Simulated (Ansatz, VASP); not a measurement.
# BN: VASP beside Ansatz, part 2 of 2

Aim: how closely do two programs agree when they are given the same cell, functional and k mesh?

VASP 6.6.1 and Ansatz 0.2.0.

So far. Step 2 (VASP: band structure, LDA): The PAW data sets were made with PBE, though LDA sets exist; this is a small mismatch. At this level the cell is under a tension of 3.7 GPa, so at these settings it is away from equilibrium. Step 4 (Side by side): Among the levels compared at these points, filled levels agree within 7 meV and empty ones within 20 meV. Ansatz's pressure holds a Pulay correction of 0.75 GPa; VASP's holds none.

### 5. Ansatz: band structure, PBEsol

Level of this step: Ansatz beside VASP: Kohn-Sham DFT, plane waves, PBEsol (Ansatz).

The same path points are solved in both programs, so levels can be compared one by one.

input.yaml reads:

```yaml
crystal:
  lattice:
    - [2.50399, 0.0, 0.0]
    - [-1.251995, 2.1685189508, 0.0]
    - [0.0, 0.0, 6.6612]
  atoms:
    - { symbol: B, position: [0.3333333333, 0.6666666667, 0.25] }
    - { symbol: B, position: [0.6666666667, 0.3333333333, 0.75] }
    - { symbol: "N", position: [0.3333333333, 0.6666666667, 0.75] }
    - { symbol: "N", position: [0.6666666667, 0.3333333333, 0.25] }
hamiltonian:
  xc: pbesol
  pseudopotentials: { kind: paw }
kpoints:
  mp_grid: { grid: [6, 6, 2] }
  band_path:
    path:
      - [0.0, 0.0, 0.0]
      - [0.13333, 0.0, 0.0]
      - [0.3, 0.0, 0.0]
      - [0.46667, 0.0, 0.0]
      - [0.5, 0.0, 0.0]
      - [0.46667, 0.06667, 0.0]
      - [0.41111, 0.17778, 0.0]
      - [0.35556, 0.28889, 0.0]
      - [0.31111, 0.31111, 0.0]
      - [0.28889, 0.28889, 0.0]
      - [0.17778, 0.17778, 0.0]
      - [0.06667, 0.06667, 0.0]
      - [0.0, 0.0, 0.03333]
      - [0.0, 0.0, 0.2]
      - [0.0, 0.0, 0.36667]
      - [0.0, 0.0, 0.5]
      - [0.16667, 0.0, 0.5]
      - [0.3, 0.0, 0.5]
      - [0.46667, 0.0, 0.5]
      - [0.46667, 0.06667, 0.5]
      - [0.41111, 0.17778, 0.5]
      - [0.35556, 0.28889, 0.5]
      - [0.28889, 0.28889, 0.5]
      - [0.17778, 0.17778, 0.5]
      - [0.06667, 0.06667, 0.5]
      - [0.5, 0.0, 0.46667]
      - [0.5, 0.0, 0.3]
      - [0.5, 0.0, 0.13333]
      - [0.33333, 0.33333, 0.0]
      - [0.33333, 0.33333, 0.16667]
      - [0.33333, 0.33333, 0.33333]
      - [0.33333, 0.33333, 0.5]
    npoints: 1
scf:
  occupations: { method: gaussian, width: 0.02 }
  n_extra_bands: 8
output:
  forces: true
  stress: true
  eigenvalues: true
```

Run with:

```
$ ansatz run input.yaml --threads 2 --pin off --max-ram 4608MiB --backend cpu --events-out ev --progress --plain --runs-dir out
```

Numbers of over 12 decimals in the logs are rounded to 6 here.

Log:

```text
[...]
Crystal: 4 atoms, lattice volume = 36.170 Å³
Basis set: ecut = 420 eV, 713 PW (Γ), exchange–correlation on 36×36×90 points (8 copies of the dense FFT grid, shifted against one another)
Bands: 16, of which v1, the nominal top of the filled ones, is band 8 counted from 1 (7 counted from 0)
Symmetry: 24 space group operations
[...]
k-points: 14 of 72
[...]
k-point 0: bands = [... 4 lower, 3.3206, 3.3206, 3.3559, 3.3559, 9.6647, 14.7659, 16.1532, 16.1532, ... 4 higher]
  k-point 1: bands = [... 4 lower, 3.3385, 3.3385, 3.3385, 3.3385, 12.0485, 12.0485, 16.2139, 16.2139, ... 4 higher]
  k-point 2: bands = [... 4 lower, 1.3402, 1.3789, 2.4188, 2.4673, 10.5633, 14.3181, 15.5657, 15.7336, ... 4 higher]
  k-point 13: bands = [... 4 lower, -2.4991, -2.4991, 4.6249, 4.6249, 9.2121, 9.2121, 16.3827, 16.3827, ... 4 higher]
[key lines of the parts left out:]
SCF converged after 6 iterations
Free energy (F): -1067.552835 eV
Fermi energy:    6.717432 eV
P = ⅓ Tr σ = 0.4250 GPa (4.250 kbar)
```

Wall time 0.57 s (2 threads of Arm Neoverse V2, shared host); peak memory 0.31 GiB.

### 6. VASP: band structure, PBEsol

The same cell, functional, mesh and smearing now go to VASP, with its own data sets and cutoff.

INCAR reads:

```
SYSTEM = BN
PREC = Accurate
ENCUT = 520
EDIFF = 1E-06
NELM = 100
ISMEAR = 0
SIGMA = 0.02
LREAL = .FALSE.
ALGO = Normal
GGA = PS
NBANDS = 22
LORBIT = 11
LWAVE = .FALSE.
LCHARG = .FALSE.
KPAR = 8
```

POSCAR reads:

```
BN
1.0
    2.5039900000      0.0000000000      0.0000000000
   -1.2519950000      2.1685189508      0.0000000000
    0.0000000000      0.0000000000      6.6612000000
B N
2 2
Direct
    0.3333333333      0.6666666667      0.2500000000
    0.6666666667      0.3333333333      0.7500000000
    0.3333333333      0.6666666667      0.7500000000
    0.6666666667      0.3333333333      0.2500000000
```

KPOINTS reads:

```
Automatic mesh
0
Gamma
6 6 2
0 0 0
```

KPOINTS_OPT reads:

```
Line mode
16
Line-mode
Reciprocal
  0.00000000   0.00000000   0.00000000 GAMMA
  0.50000000   0.00000000   0.00000000 M

  0.50000000   0.00000000   0.00000000 M
  0.33333333   0.33333333   0.00000000 K

  0.33333333   0.33333333   0.00000000 K
  0.00000000   0.00000000   0.00000000 GAMMA

  0.00000000   0.00000000   0.00000000 GAMMA
  0.00000000   0.00000000   0.50000000 A

  0.00000000   0.00000000   0.50000000 A
  0.50000000   0.00000000   0.50000000 L

  0.50000000   0.00000000   0.50000000 L
  0.33333333   0.33333333   0.50000000 H

  0.33333333   0.33333333   0.50000000 H
  0.00000000   0.00000000   0.50000000 A

  0.50000000   0.00000000   0.50000000 L
  0.50000000   0.00000000   0.00000000 M

  0.33333333   0.33333333   0.00000000 K
  0.33333333   0.33333333   0.50000000 H
```

Potentials, in the order of the species: B and N (PBE family, release 64).

Run with:

```
$ mpirun -np 8 vasp_std
```

Log:

```text
[banner, memory and clock lines left out]
running    8 mpi-ranks, on    1 nodes
[...]
[... a notice as in an earlier step ...]

 [... a notice as in an earlier step ...]

 LDA part: xc-table for (Slater+PW92), standard interpolation
 POSCAR, INCAR and KPOINTS ok, starting setup
[...]
entering main loop
       N       E                     dE             d eps       ncg     rms          rms(c)
DAV:   1     0.412717592529E+02    0.41272E+02   -0.75684E+03   616   0.674E+02
DAV:   2    -0.374660787304E+02   -0.78738E+02   -0.73317E+02   802   0.183E+02
DAV:   3    -0.399888419488E+02   -0.25228E+01   -0.25043E+01   776   0.290E+01
DAV:   6    -0.369363863196E+02    0.30638E+01   -0.23615E+00   698   0.122E+01    0.503E+00
[...]
DAV:  11    -0.365550014476E+02   -0.22874E-04   -0.31899E-05   758   0.393E-02    0.167E-02
DAV:  12    -0.365550228042E+02   -0.21357E-04   -0.22925E-05   670   0.237E-02    0.257E-03
DAV:  13    -0.365550230814E+02   -0.27717E-06   -0.24627E-07   648   0.314E-03
   1 F= -.36555023E+02 E0= -.36555023E+02  d E =-.955818E-51
 Start KPOINTS_OPT (optional k-point list driver)
k-point batch [1-14\144]
       N       E                     dE             ncg
DAV:   1     0.128631165564E+03   -0.42233E+04      616
DAV:   2    -0.100728305006E+04   -0.11359E+04      806
DAV:   3    -0.104634226849E+04   -0.39059E+02      768
DAV:   4    -0.104647139242E+04   -0.12912E+00      664
DAV:   5    -0.104647182538E+04   -0.43296E-03      772
DAV:   6    -0.104647182802E+04   -0.26452E-05      684
DAV:   7    -0.104647182804E+04   -0.20517E-07      632
[...]
k-point batch [141-144\144]
       N       E                     dE             ncg
DAV:   1     0.860425402016E+04   -0.35326E+04      176
DAV:   2     0.833881022166E+04   -0.26544E+03      214
DAV:   3     0.833094597225E+04   -0.78642E+01      224
DAV:   4     0.833091655246E+04   -0.29420E-01      188
DAV:   5     0.833091643403E+04   -0.11843E-03      208
DAV:   6     0.833091643335E+04   -0.67707E-06      204
```

From OUTCAR (step 6):

```text
  Total        0.1920953      0.1920953      0.1724216      0.0000000      0.0000000      0.0000000
  in kB        8.5090115      8.5090115      7.6375494      0.0000000      0.0000000      0.0000000
  external PRESSURE =       8.2185242 kB  Pullay stress =       0.0000000 kB

 POSITION                                       TOTAL-FORCE (eV/Angst)
 -----------------------------------------------------------------------------------
     -0.00000      1.44568      1.66530         0.000000     -0.000000      0.000000
      1.25200      0.72284      4.99590        -0.000000      0.000000      0.000000
     -0.00000      1.44568      4.99590         0.000000     -0.000000      0.000000
      1.25200      0.72284      1.66530        -0.000000     -0.000000      0.000000
 -----------------------------------------------------------------------------------
    total drift:                               -0.000000      0.000000      0.000000

  FREE ENERGIE OF THE ION-ELECTRON SYSTEM (eV)
  ---------------------------------------------------
  free  energy   TOTEN  =       -36.5550230814 eV

  energy  without entropy=      -36.5550230814  energy(sigma->0) =      -36.55502308

[... 2 parts as in an earlier step ...]

[... 1 further part left out ...]
[key lines of the parts left out:]
E-fermi :   2.3710
```

The run ends at a pressure of 0.82 GPa.

### 7. Comparison

What differs besides the data sets and the points named for the pairs above, as far as they apply: VASP leaves aspherical gradient terms in its spheres out (LASPH is not set), Ansatz keeps them. Total energies have different zeros and are not compared.

Both answers:

```
                                        quantity  Ansatz   VASP  difference
                                  pressure (GPa)    0.42   0.82       -0.40
pressure without Ansatz's Pulay correction (GPa)   -0.17   0.82       -0.99
                   gap over the path points (eV)   4.144  4.120      +0.024
```

Levels at points of the path, from each program's valence-band top (eV; 4 filled, then empty):

```
k (reciprocal lattice)                                    Ansatz                                      VASP
     0.000 0.000 0.000  -1.34 -1.34 -1.31 -1.31 5.00 10.10 11.49  -1.34 -1.34 -1.30 -1.30 5.00 10.10 11.48
     0.133 0.000 0.000   -2.69 -2.65 -1.96 -1.92 5.60 9.85 11.07   -2.68 -2.64 -1.96 -1.91 5.60 9.85 11.07
     0.300 0.000 0.000    -3.99 -3.39 -3.33 -2.15 7.50 7.60 8.23    -4.00 -3.38 -3.32 -2.15 7.50 7.59 8.22
     0.467 0.000 0.000    -4.15 -4.09 -1.63 -0.53 4.28 5.66 9.35    -4.14 -4.08 -1.64 -0.53 4.26 5.64 9.34
     0.500 0.000 0.000    -4.18 -4.11 -1.49 -0.48 4.14 5.54 9.41    -4.17 -4.10 -1.50 -0.48 4.12 5.52 9.41
     0.467 0.067 0.000    -4.43 -4.37 -1.42 -0.43 4.19 5.52 9.74    -4.42 -4.36 -1.43 -0.43 4.17 5.50 9.74
     0.411 0.178 0.000   -5.68 -5.60 -1.00 -0.18 4.42 5.35 11.26   -5.67 -5.60 -1.00 -0.18 4.40 5.33 11.26
     0.356 0.289 0.000   -6.98 -6.95 -0.35 -0.02 4.66 4.93 10.64   -6.98 -6.94 -0.35 -0.02 4.64 4.91 10.63
     0.311 0.311 0.000    -7.00 -6.99 -0.39 0.00 4.70 4.95 10.63    -7.00 -6.99 -0.39 0.00 4.67 4.92 10.62
     0.289 0.289 0.000   -6.67 -6.64 -0.82 -0.04 4.80 5.24 11.00   -6.67 -6.63 -0.82 -0.04 4.77 5.22 10.99
```

Among the levels compared at these points, filled levels agree within 13 meV and empty ones within 26 meV. Ansatz's pressure holds a Pulay correction of 0.60 GPa; VASP's holds none.

### 8. VASP: dielectric response, PBE

The response to a field tests empty states and converges slowly with the mesh.

INCAR reads:

```
SYSTEM = BN
PREC = Accurate
ENCUT = 520
EDIFF = 1E-08
NELM = 100
ISMEAR = 0
SIGMA = 0.01
LREAL = .FALSE.
ALGO = Normal
GGA = PE
NBANDS = 14
LORBIT = 11
LWAVE = .FALSE.
LCHARG = .FALSE.
KPAR = 8
LEPSILON = .TRUE.
```

POSCAR is that of step 6.

KPOINTS reads:

```
Automatic mesh
0
Gamma
19 19 6
0 0 0
```

Run with:

```
$ mpirun -np 8 vasp_std
```

Log:

```text
[banner, memory and clock lines left out]
running    8 mpi-ranks, on    1 nodes
[...]
[... a notice as in an earlier step ...]

 LDA part: xc-table for (Slater+PW92), standard interpolation
 POSCAR, INCAR and KPOINTS ok, starting setup
[...]
entering main loop
       N       E                     dE             d eps       ncg     rms          rms(c)
DAV:   1     0.568731117948E+02    0.56873E+02   -0.82033E+03  4496   0.106E+03
DAV:   2    -0.347261445300E+02   -0.91599E+02   -0.82496E+02  6342   0.242E+02
DAV:   3    -0.386854516819E+02   -0.39593E+01   -0.39367E+01  5872   0.511E+01
DAV:   4    -0.387182042464E+02   -0.32753E-01   -0.32743E-01  5316   0.513E+00
[...]
DAV:  13    -0.351485395248E+02   -0.13260E-06   -0.10180E-06  5974   0.795E-03    0.947E-04
DAV:  14    -0.351485396334E+02   -0.10855E-06   -0.16843E-07  4864   0.309E-03    0.252E-04
DAV:  15    -0.351485396342E+02   -0.80126E-09   -0.34808E-09  4568   0.499E-04
   1 F= -.35148540E+02 E0= -.35148540E+02  d E =-.344606E-28
[...]
RMM:   9    -0.398812095772E+00   -0.28078E-05   -0.38425E-07 18968   0.443E-04    0.207E-05
RMM:  10    -0.398812355406E+00   -0.25963E-06   -0.68432E-10 15301   0.887E-05    0.823E-06
 change of polarisation eV/A/(eV/A) component  2 :     0.040     0.748    -0.025
 dielectric tensor                  component  2 :     0.202     4.741    -0.124
 Linear response to external field, progress :
  Direction:   3
       N       E                     dE             d eps       ncg     rms          rms(c)
RMM:   1    -0.196708510758E+00   -0.19671E+00   -0.46814E-01  8887   0.238E+00
RMM:   2    -0.199871242226E+00   -0.31627E-02   -0.26790E-03  7394   0.384E-01    0.664E-01
RMM:   3    -0.176394647304E+00    0.23477E-01   -0.19336E-02  6874   0.855E-01    0.343E-01
RMM:   4    -0.180563490052E+00   -0.41688E-02   -0.18716E-02  7226   0.826E-01    0.108E-01
[...]
RMM:   9    -0.186774532584E+00    0.69821E-05   -0.13948E-08  7825   0.706E-04    0.332E-05
RMM:  10    -0.186774521352E+00    0.11232E-07   -0.21591E-09  6491   0.107E-04    0.104E-05
RMM:  11    -0.186774674316E+00   -0.15296E-06   -0.21972E-09  4852   0.565E-05    0.225E-06
 change of polarisation eV/A/(eV/A) component  3 :    -0.024    -0.031     0.335
 dielectric tensor                  component  3 :    -0.118    -0.154     2.675
 Born effective charges drift removed
```

OUTCAR, selected parts (step 8):

```text
  Total        0.8694268      0.8694268      0.6099375     -0.0000000      0.0000000      0.0000000
  in kB       38.5119315     38.5119315     27.0176548     -0.0000000      0.0000000      0.0000000
  external PRESSURE =      34.6805060 kB  Pullay stress =       0.0000000 kB

 POSITION                                       TOTAL-FORCE (eV/Angst)
 -----------------------------------------------------------------------------------
     -0.00000      1.44568      1.66530         0.000000      0.000000     -0.000000
      1.25200      0.72284      4.99590        -0.000000      0.000000     -0.000000
     -0.00000      1.44568      4.99590        -0.000000      0.000000      0.000000
      1.25200      0.72284      1.66530        -0.000000      0.000000     -0.000000
 -----------------------------------------------------------------------------------
    total drift:                               -0.000000      0.000000      0.000000

 MACROSCOPIC STATIC DIELECTRIC TENSOR (including local field effects in DFT)
 ------------------------------------------------------
           4.741293     0.000000     0.000000
           0.000000     4.741293     0.000000
           0.000000     0.000000     2.675226
 ------------------------------------------------------

[... 1 part as in an earlier step ...]

[... 1 further part left out ...]
```

Energies printed during the response cycles are not total energies of the cell. At this level the cell is under a pressure of 3.5 GPa, so at these settings it is away from equilibrium.

### 9. Ansatz: dielectric response, PBE

The same cell, functional and mesh now go to Ansatz, which takes its cutoff from its data sets.

input.yaml reads:

```yaml
crystal:
  lattice:
    - [2.50399, 0.0, 0.0]
    - [-1.251995, 2.1685189508, 0.0]
    - [0.0, 0.0, 6.6612]
  atoms:
    - { symbol: B, position: [0.3333333333, 0.6666666667, 0.25] }
    - { symbol: B, position: [0.6666666667, 0.3333333333, 0.75] }
    - { symbol: "N", position: [0.3333333333, 0.6666666667, 0.75] }
    - { symbol: "N", position: [0.6666666667, 0.3333333333, 0.25] }
hamiltonian:
  xc: pbe
  pseudopotentials: { kind: paw }
kpoints:
  mp_grid: { grid: [19, 19, 6] }
scf:
  occupations: { method: fixed }
dielectric:
  method: response
```

Run with:

```
$ ansatz run input.yaml --threads 2 --pin off --max-ram 4608MiB --backend cpu --events-out ev --progress --plain --runs-dir out
```

Log:

```text
[...]
Crystal: 4 atoms, lattice volume = 36.170 Å³
Basis set: ecut = 420 eV, 713 PW (Γ), exchange–correlation on 36×36×96 points (8 copies of the dense FFT grid, shifted against one another)
Bands: 12, of which v1, the nominal top of the filled ones, is band 8 counted from 1 (7 counted from 0)
Symmetry: 24 space group operations
k-points: 580 of 2166 (irreducible under 2 space group operations, time reversal used)
[...]
site 1:
         2.71498   -0.00000    0.00000
         0.00000    2.71498    0.00000
[...]
site 2:
[...]
-0.00000    0.00000   -0.73833
    site 3:
        -2.71498    0.00000    0.00000
        -0.00000   -2.71498    0.00000
         0.00000    0.00000   -0.73833
  Z* charge neutrality: 1.385e-5 e pre-enforcement
  k-mesh period / interband length: 47.6 Å / 1.36 Å = 35.03 at k = (0.0526, 0.4737, 0.3333), direct gap 5.114 eV — 14 or more, which is no proof of convergence
[key lines of the parts left out:]
SCF converged after 6 iterations
Free energy (F): -1084.809422 eV
Fermi energy:    4.738658 eV
```

Elapsed: 37 s, on 2 threads; peak memory 1.1 GiB; 73 s of CPU time.

### 10. Side by side

Compared:

```
                                    quantity  Ansatz   VASP  difference
                                       ε∞ xx    4.74   4.74     -0.09 %
                                       ε∞ yy    4.74   4.74     -0.09 %
                                       ε∞ zz    2.68   2.68     +0.01 %
Born charge of B1 (mean of the diagonal) (e)    2.06   2.05        0.00
Born charge of N3 (mean of the diagonal) (e)   -2.06  -2.05        0.00
```

### 11. What came out

- difference in gap over the path points (band structure, LDA): 0.0099 eV
- difference in pressure (band structure, LDA): -0.88 GPa
- difference in gap over the path points (band structure, PBEsol): 0.024 eV
- difference in ε∞ xx (dielectric response, PBE): -0.095 %

In words: The difference in pressure is -0.88 GPa (band structure, LDA), within the 1 GPa picked in this series as the mark of a large difference. 2 further runs of this series are not shown here. How closely two codes agree says nothing of how well the functional describes the real material.

[Lines on the potential files, build, host, timing and source positions are cut from VASP's logs without a mark.]

[Logs are printed without paths, hosts, clocks, repeated set-up lines and the standing remarks that a program may print on its own settings, such as how far it seeks lower states.]

[Hosts, paths, dates, database ids (printed as entryN), source tags and the programs' standing remarks are cut or masked in the printed files.]

[VASP's PBE data sets in a run with another functional are called a small mismatch above; for pressures it isn't always small: they can move by 1 GPa and more.]
